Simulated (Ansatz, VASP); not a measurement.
# Two plane-wave programs on Hf2C

```
Hf C
1.0
     0.00000    3.07247    3.07247
     3.07247    0.00000    3.07247
     3.07247    3.07247    0.00000
Hf C
2 1
Direct
  0.25000 0.25000 0.25000
  0.75000 0.75000 0.75000
  0.00000 0.00000 0.00000
```

Change from the starting cell: species swapped into the Al2Pd type (Fm-3m, No. 225).

Alike in both runs: task single point; functional PBE; k mesh 6 × 6 × 6; occupations gaussian, width 0.1 eV; no spin polarisation.

|  | VASP | Ansatz |
| --- | --- | --- |
| version | VASP 6.6.1 | Ansatz 0.2.0 |
| potentials or method | VASP PAW PBE potentials, release 64 (Hf_pv, C) | scalar-relativistic, plane waves, PAW |
| plane-wave cutoff (eV) | 520 | 420 |
| valence electrons in the cell | 24 | 56 |

|  | VASP | Ansatz | Ansatz less VASP |
| --- | --- | --- | --- |
| gap on the k mesh at the Fermi level (eV) | none | none | - |
| pressure (GPa) | -22.7 | -22.2 | +0.54 |

A gap of «none» marks a metal or a gap that the smearing closes. The two sets of potentials don't hold the same shells in valence.

Caveats: so large a pressure means that the cell lies far from this level's equilibrium, or that cutoff or potentials fall short (VASP). Spin-orbit coupling is left out, which matters for the levels of Hf.
